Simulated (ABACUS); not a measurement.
# Bi (Im-3m) in ABACUS: further runs

Runs on Bi. Level: PBE. Tasks: equation of state.

All numbers are computed with ABACUS 3.10.1; they aren't measurements. Logs are shortened: lines on timing, memory, paths and dates and some standing lists are left out, and cuts for length are marked.

**1. The structure**

The structure is cubic, space group Im-3m (No. 229). Conventional cell: a = 3.963 Å, b = 3.963 Å, c = 3.963 Å, α = 90.00°, β = 90.00°, γ = 90.00°. Around Bi (site symmetry m-3m) lie 8 Bi at 3.43 Å.

This isn't the form of Bi at room conditions, which is rhombohedral.

**2. Equation of state, PBE, 29.25 Å³/atom (volume scaled by 0.94)**

INPUT

```
INPUT_PARAMETERS
suffix              Bi
calculation         scf
basis_type          lcao
pseudo_dir          ./
orbital_dir         ./
symmetry            1
dft_functional      pbe
ecutwfc             100
pseudo_rcut         10
nspin               1
nbands              12
ks_solver           genelpa
smearing_method     fd
smearing_sigma      0.00367493
scf_thr             1e-07
scf_nmax            100
mixing_type         broyden
mixing_beta         0.7
cal_force           1
cal_stress          1
out_mul             1
```

STRU

```
ATOMIC_SPECIES
Bi 208.9804 Bi.upf

NUMERICAL_ORBITAL
Bi_confined-atom_8au_2s2p2d.orb

LATTICE_CONSTANT
1.8897261246

LATTICE_VECTORS
-1.9409818243 1.9409818243 1.9409818243
1.9409818243 -1.9409818243 1.9409818243
1.9409818243 1.9409818243 -1.9409818243

ATOMIC_POSITIONS
Direct

Bi
0.0
1
0.0000000000 0.0000000000 0.0000000000 1 1 1
```

KPT

```
K_POINTS
0
Gamma
9 9 9 0 0 0
```

Potentials or basis: PseudoDojo NC SR 0.4.1 PBE standard, DZP LCAO (the cutoffs set its grid).

Started as:

```sh
OMP_NUM_THREADS=1 mpirun -np 4 abacus > log
```

running log:

```text
ABACUS v3.10.1

               Atomic-orbital Based Ab-initio Computation at UStc

 ------------------------------------------------------------------------------------

 READING GENERAL INFORMATION
                           global_out_dir = OUT.Bi/
                           global_in_card = INPUT
                               pseudo_dir = ./
                              orbital_dir = ./
                                    DSIZE = 4
                                    GSIZE = 1

 READING UNITCELL INFORMATION
                                    ntype = 1
                  lattice constant (Bohr) = 1.88973
              lattice constant (Angstrom) = 1

 READING ATOM TYPE 1
                               atom label = Bi
                      L=0, number of zeta = 2
                      L=1, number of zeta = 2
                      L=2, number of zeta = 2
             number of atom for this type = 1

                        TOTAL ATOM NUMBER = 1
DIRECT COORDINATES
    atom                   x                   y                   z     mag                  vx                  vy                  vz
taud_Bi1            0.0000000000        0.0000000000        0.0000000000  0.0000        0.0000000000        0.0000000000        0.0000000000

                          Volume (Bohr^3) = 197.388
                             Volume (A^3) = 29.2499

 Lattice vectors: (Cartesian coordinate: in unit of a_0)
             -1.94098            +1.94098            +1.94098
             +1.94098            -1.94098            +1.94098
             +1.94098            +1.94098            -1.94098
 Reciprocal vectors: (Cartesian coordinate: in unit of 2 pi/a_0)
                   +0           +0.257602           +0.257602
            +0.257602                  +0           +0.257602
            +0.257602           +0.257602                  +0
 The esolver type has been set to : ksdft_lcao

                PAO radial cut off (Bohr) = 10

 Read in pseudopotential file is Bi.upf
                     pseudopotential type = NC
          exchange-correlation functional = PBE
                 nonlocal core correction = 1
                        valence electrons = 15
                                     lmax = 2
                           number of zeta = 3
                     number of projectors = 6
                           L of projector = 0
                           L of projector = 0
                           L of projector = 1
                           L of projector = 1
                           L of projector = 2
                           L of projector = 2
     initial pseudo atomic orbital number = 9

 SETUP THE ELECTRONS NUMBER
            electron number of element Bi = 15
      total electron number of element Bi = 15
            AUTOSET number of electrons:  = 15
                           occupied bands = 8
[... 170 lines left out ...]

 SETUP EXTENDED REAL SPACE GRID FOR GRID INTEGRATION
                          real space grid = [ 45, 45, 45 ]
                 big cell numbers in grid = [ 15, 15, 15 ]
             meshcell numbers in big cell = [ 3, 3, 3 ]
                        extended fft grid = [ 24, 24, 24 ]
                dimension of extened grid = [ 64, 64, 64 ]
                            UnitCellTotal = 125
              Atom number in sub-FFT-grid = 1
    Local orbitals number in sub-FFT-grid = 18
                                ParaV.nnr = 12069
                                 init_chg = atomic

 LCAO ALGORITHM --------------- ION=   1  ELEC=   1--------------------------------

 Density error is 0.0107101250431
----------------------------------------------------------
     Energy           Rydberg                 eV
----------------------------------------------------------
 E_KohnSham     -164.0826078064      -2232.4584088666
 E_Harris       -164.3428851089      -2235.9996632406
 E_Fermi        0.9712297554         13.2142587399
----------------------------------------------------------
[... 47 lines left out ...]
 Density error is 9.07356219366e-08
----------------------------------------------------------
     Energy           Rydberg                 eV
----------------------------------------------------------
 E_KohnSham     -164.0827345591      -2232.4601334250
 E_KS(sigma->0) -164.0825561746      -2232.4577063801
 E_Harris       -164.0827310653      -2232.4600858893
 E_band         -4.7558339372        -64.7064402882
 E_one_elec     -38.5401210944       -524.3652484943
 E_Hartree      29.4369699097        400.5105226267
 E_xc           -43.3592049561       -589.9322481521
 E_Ewald        -111.6200216494      -1518.6683053154
 E_entropy(-TS) -0.0003567689        -0.0048540899
 E_descf        0.0000000000         0.0000000000
 E_exx          0.0000000000         0.0000000000
 E_Fermi        0.9673770503         13.1618399984
----------------------------------------------------------

 charge density convergence is achieved
 final etot is -2232.4601334 eV
 EFERMI = 13.161839998 eV

 STATE ENERGY(eV) AND OCCUPATIONS    NSPIN == 1
 1/35 kpoint (Cartesian) = 0.0000 0.0000 0.0000 (846 pws)
       1       -10.1158     0.00274348
       2       -10.1158     0.00274348
       3       -10.1158     0.00274348
       4       -9.95558     0.00274348
       5       -9.95558     0.00274348
       6      -0.988858     0.00274348
       7        18.6123    1.24834e-50
       8        18.6123    1.24834e-50
       9        18.6123    1.24834e-50
      10        23.1018    1.26274e-89
      11        25.1142        0.00000
      12        25.1142        0.00000
[... 57 lines left out ...]
 6/35 kpoint (Cartesian) = 0.057245 -0.028622 -0.028622 (827 pws)
       1       -10.1224      0.0658436
       2       -10.1021      0.0658436
       3       -10.0332      0.0658436
       4       -9.97236      0.0658436
       5       -9.95854      0.0658436
       6      -0.268605      0.0658436
       7        14.2528    2.19861e-11
       8        16.6397    4.07746e-32
       9        17.7408    1.11189e-41
      10        22.9508    6.20552e-87
      11        23.7127        0.00000
      12        25.5171        0.00000

[... levels at 29 further k points ...]

 correction force for each atom along direction 1 is 1.20877e-14
 correction force for each atom along direction 2 is 7.67064e-15
 correction force for each atom along direction 3 is -1.24934e-14
------------------------------------------------------------------------------------------
 TOTAL-FORCE (eV/Angstrom)
------------------------------------------------------------------------------------------
                       Bi1         0.0000000000         0.0000000000         0.0000000000
------------------------------------------------------------------------------------------

----------------------------------------------------------------
 TOTAL-STRESS (KBAR)
----------------------------------------------------------------
        72.2368566303         0.0000000000         0.0000000000
        -0.0000000000        72.2368566303        -0.0000000000
         0.0000000000        -0.0000000000        72.2368566303
----------------------------------------------------------------
 TOTAL-PRESSURE: 72.236857 KBAR

 --------------------------------------------
 !FINAL_ETOT_IS -2232.4601334250496620 eV
 --------------------------------------------
```

mulliken.txt:

```text
 0
CALCULATE THE MULLIkEN ANALYSIS FOR EACH ATOM
 Total charge:	15
Decomposed Mulliken populations
0                             Zeta of Bi              Spin 1
s                                      0              1.9701
s                                      1              0.0397
SUM OVER M+Zeta                                       2.0098

pz                                     0              0.8934
px                                     0              0.9822
py                                     0              0.9867
SUM OVER M                                            2.8623
pz                                     1             -0.0243
px                                     1             -0.0298
py                                     1             -0.0091
SUM OVER M                                           -0.0632
SUM OVER M+Zeta                                       2.7991

dz^2                                   0              1.9992
dxz                                    0              1.9988
dyz                                    0              1.9995
dx^2-y^2                               0              1.9998
dxy                                    0              1.9993
SUM OVER M                                            9.9966
dz^2                                   1              0.0333
dxz                                    1              0.0371
dyz                                    1              0.0262
dx^2-y^2                               1              0.0312
dxy                                    1              0.0666
SUM OVER M                                            0.1944
SUM OVER M+Zeta                                      10.1911

SUM OVER M+Zeta+L                                    15.0000

Total Charge on atom:                 Bi             15.0000
```

It took 2.1 s on 4 MPI ranks of INTEL XEON PLATINUM 8581C at 2.10GHz (Emerald Rapids), shared host; peak memory 0.4 GiB.

Results:

```yaml
Free_energy: -2232.4601 eV
Pressure: 7.2 GPa
Band_gap_on_the_k_mesh: none (metal or under the smearing width)
```

Caveat: the atomic orbitals were generated for these runs and aren't a published set; spin-orbit coupling is left out, which moves the levels of the heavy elements; the basis of atomic orbitals isn't converged, which shifts pressures, moduli and gaps.

**3. Equation of state, PBE, 29.87 Å³/atom (volume scaled by 0.96)**

INPUT is that of step 2.

STRU

```
ATOMIC_SPECIES
Bi 208.9804 Bi.upf

NUMERICAL_ORBITAL
Bi_confined-atom_8au_2s2p2d.orb

LATTICE_CONSTANT
1.8897261246

LATTICE_VECTORS
-1.9546511608 1.9546511608 1.9546511608
1.9546511608 -1.9546511608 1.9546511608
1.9546511608 1.9546511608 -1.9546511608

ATOMIC_POSITIONS
Direct

Bi
0.0
1
0.0000000000 0.0000000000 0.0000000000 1 1 1
```

KPT is that of step 2.

Potentials or basis: PseudoDojo NC SR 0.4.1 PBE standard, DZP LCAO (the cutoffs set its grid).

Started as:

```sh
OMP_NUM_THREADS=1 mpirun -np 4 abacus > log
```

Run time: 2.4 s. Hardware: 4 MPI ranks of INTEL XEON PLATINUM 8581C at 2.10GHz (Emerald Rapids), shared host; peak memory 0.4 GiB.

Results (log left out):

```yaml
Free_energy: -2232.4850 eV
Pressure: 5.6 GPa
Band_gap_on_the_k_mesh: none (metal or under the smearing width)
```

Caveat: the atomic orbitals were generated for these runs and aren't a published set; spin-orbit coupling is left out, which moves the levels of the heavy elements; the basis of atomic orbitals isn't converged, which shifts pressures, moduli and gaps.

**4. Equation of state, PBE, 30.49 Å³/atom (volume scaled by 0.98)**

INPUT is that of step 3.

STRU

```
ATOMIC_SPECIES
Bi 208.9804 Bi.upf

NUMERICAL_ORBITAL
Bi_confined-atom_8au_2s2p2d.orb

LATTICE_CONSTANT
1.8897261246

LATTICE_VECTORS
-1.9681319396 1.9681319396 1.9681319396
1.9681319396 -1.9681319396 1.9681319396
1.9681319396 1.9681319396 -1.9681319396

ATOMIC_POSITIONS
Direct

Bi
0.0
1
0.0000000000 0.0000000000 0.0000000000 1 1 1
```

KPT is that of step 3.

Started as:

```sh
OMP_NUM_THREADS=1 mpirun -np 4 abacus > log
```

Wall time 2.3 s (4 MPI ranks of INTEL XEON PLATINUM 8581C at 2.10GHz (Emerald Rapids), shared host); peak memory 0.4 GiB.

Results (log left out):

* Free energy: -2232.5038 eV
* Pressure: 4.1 GPa
* Band gap on the k mesh: none (metal or under the smearing width)

Caveat: the atomic orbitals were generated for these runs and aren't a published set; spin-orbit coupling is left out, which moves the levels of the heavy elements; the basis of atomic orbitals isn't converged, which shifts pressures, moduli and gaps.

**5. Equation of state, PBE, 31.12 Å³/atom**

INPUT is that of step 4.

STRU

```
ATOMIC_SPECIES
Bi 208.9804 Bi.upf

NUMERICAL_ORBITAL
Bi_confined-atom_8au_2s2p2d.orb

LATTICE_CONSTANT
1.8897261246

LATTICE_VECTORS
-1.9814305318 1.9814305318 1.9814305318
1.9814305318 -1.9814305318 1.9814305318
1.9814305318 1.9814305318 -1.9814305318

ATOMIC_POSITIONS
Direct

Bi
0.0
1
0.0000000000 0.0000000000 0.0000000000 1 1 1
```

KPT is that of step 4.

Started as:

```sh
OMP_NUM_THREADS=1 mpirun -np 4 abacus > log
```

Run time: 2 s. Hardware: 4 MPI ranks of INTEL XEON PLATINUM 8581C at 2.10GHz (Emerald Rapids), shared host; peak memory 0.4 GiB.

Results (log left out):

* Free energy: -2232.5172 eV
* Pressure: 2.8 GPa
* Band gap on the k mesh: none (metal or under the smearing width)

Caveat: the atomic orbitals were generated for these runs and aren't a published set; spin-orbit coupling is left out, which moves the levels of the heavy elements; the basis of atomic orbitals isn't converged, which shifts pressures, moduli and gaps.

**6. Equation of state, PBE, 31.74 Å³/atom (volume scaled by 1.02)**

INPUT is that of step 5.

STRU

```
ATOMIC_SPECIES
Bi 208.9804 Bi.upf

NUMERICAL_ORBITAL
Bi_confined-atom_8au_2s2p2d.orb

LATTICE_CONSTANT
1.8897261246

LATTICE_VECTORS
-1.9945529707 1.9945529707 1.9945529707
1.9945529707 -1.9945529707 1.9945529707
1.9945529707 1.9945529707 -1.9945529707

ATOMIC_POSITIONS
Direct

Bi
0.0
1
0.0000000000 0.0000000000 0.0000000000 1 1 1
```

KPT is that of step 5.

Potentials or basis: PseudoDojo NC SR 0.4.1 PBE standard, DZP LCAO (the cutoffs set its grid).

Started as:

```sh
OMP_NUM_THREADS=1 mpirun -np 4 abacus > log
```

Wall time 2.1 s (4 MPI ranks of INTEL XEON PLATINUM 8581C at 2.10GHz (Emerald Rapids), shared host); peak memory 0.4 GiB.

It converged, with:

```
Free energy            : -2232.5255 eV
Pressure               : 1.5 GPa
Band gap on the k mesh : none (metal or under the smearing width)
```

Caveat: the atomic orbitals were generated for these runs and aren't a published set; spin-orbit coupling is left out, which moves the levels of the heavy elements; the basis of atomic orbitals isn't converged, which shifts pressures, moduli and gaps.

**7. Equation of state, PBE, 32.36 Å³/atom (volume scaled by 1.04)**

INPUT is that of step 6.

STRU

```
ATOMIC_SPECIES
Bi 208.9804 Bi.upf

NUMERICAL_ORBITAL
Bi_confined-atom_8au_2s2p2d.orb

LATTICE_CONSTANT
1.8897261246

LATTICE_VECTORS
-2.0075049763 2.0075049763 2.0075049763
2.0075049763 -2.0075049763 2.0075049763
2.0075049763 2.0075049763 -2.0075049763

ATOMIC_POSITIONS
Direct

Bi
0.0
1
0.0000000000 0.0000000000 0.0000000000 1 1 1
```

KPT is that of step 6.

Started as:

```sh
OMP_NUM_THREADS=1 mpirun -np 4 abacus > log
```

Run time: 1.9 s. Hardware: 4 MPI ranks of INTEL XEON PLATINUM 8581C at 2.10GHz (Emerald Rapids), shared host; peak memory 0.4 GiB.

The run converged. Its results:

- Free energy: -2232.5293 eV
- Pressure: 0.5 GPa
- Band gap on the k mesh: none (metal or under the smearing width)

Caveat: the atomic orbitals were generated for these runs and aren't a published set; spin-orbit coupling is left out, which moves the levels of the heavy elements; the basis of atomic orbitals isn't converged, which shifts pressures, moduli and gaps.

**8. Equation of state, PBE, 32.98 Å³/atom (volume scaled by 1.06)**

INPUT is that of step 7.

STRU

```
ATOMIC_SPECIES
Bi 208.9804 Bi.upf

NUMERICAL_ORBITAL
Bi_confined-atom_8au_2s2p2d.orb

LATTICE_CONSTANT
1.8897261246

LATTICE_VECTORS
-2.0202919770 2.0202919770 2.0202919770
2.0202919770 -2.0202919770 2.0202919770
2.0202919770 2.0202919770 -2.0202919770

ATOMIC_POSITIONS
Direct

Bi
0.0
1
0.0000000000 0.0000000000 0.0000000000 1 1 1
```

KPT is that of step 7.

Started as:

```sh
OMP_NUM_THREADS=1 mpirun -np 4 abacus > log
```

Wall time 2.1 s (4 MPI ranks of INTEL XEON PLATINUM 8581C at 2.10GHz (Emerald Rapids), shared host); peak memory 0.4 GiB.

The run converged. Its results:

```
Free energy            : -2232.5292 eV
Pressure               : -0.5 GPa
Band gap on the k mesh : none (metal or under the smearing width)
```

Caveat: the atomic orbitals were generated for these runs and aren't a published set; spin-orbit coupling is left out, which moves the levels of the heavy elements; the basis of atomic orbitals isn't converged, which shifts pressures, moduli and gaps.

**9. Equation of state, PBE**

Potentials or basis: PseudoDojo NC SR 0.4.1 PBE standard, DZP LCAO (the cutoffs set its grid).

This step only gathers the single runs of the series.

Results:

- Equilibrium volume: 32.64 Å³/atom
- Bulk modulus: 52 GPa
- Pressure derivative of the bulk modulus: 4.3

Energy against volume, from the lowest point:
```csv
volume (Å³/atom),energy (meV/atom)
29.250,69.21
29.872,44.34
30.495,25.51
31.117,12.19
31.739,3.86
32.362,0.00
32.984,0.18
```

Caveat: the atomic orbitals were generated for these runs and aren't a published set; spin-orbit coupling is left out, which moves the levels of the heavy elements; the basis of atomic orbitals isn't converged, which shifts pressures, moduli and gaps.
